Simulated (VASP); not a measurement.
Crystal: C.

```
CELL_PARAMETERS angstrom
2.46100 0.00000 0.00000
-1.23050 2.13129 0.00000
0.00000 0.00000 6.70800
ATOMIC_POSITIONS crystal
C 0.00000 0.00000 0.25000
C 0.33333 0.66667 0.25000
C 0.00000 0.00000 0.75000
C 0.33333 0.66667 0.75000
```

The cell was built by a generator and needn't be a form met in nature.

Base run:

| Item | Value |
| --- | --- |
| Program | VASP 6.6.1 |
| Functional | r2SCAN |
| Potentials or basis | VASP PAW PBE potentials, release 64 (C) |
| Cutoff | 520 eV |
| k mesh | 16 × 16 × 4 |
| Occupations | fermi-dirac, width 0.05 eV |
| Spin | no spin polarisation |

Its results: band gap on the k mesh 0.12 eV; pressure -0.1 GPa.

Task: After a change of settings the same cell gave: band gap on the k mesh 0.12 eV; pressure 7.1 GPa. Which change was it?
A. functional from r2SCAN to LDA; potentials or basis from VASP PAW PBE potentials, release 64 (C) to VASP PAW LDA potentials, release 64 (C)
B. functional from r2SCAN to vdW-DF
C. functional from r2SCAN to PBEsol
D. functional from r2SCAN to optB88-vdW

Result: B.

Caveats: the PAW data sets were made with another functional, which shifts forces and pressure a little.

Runs at the PBE level aren't shown here.
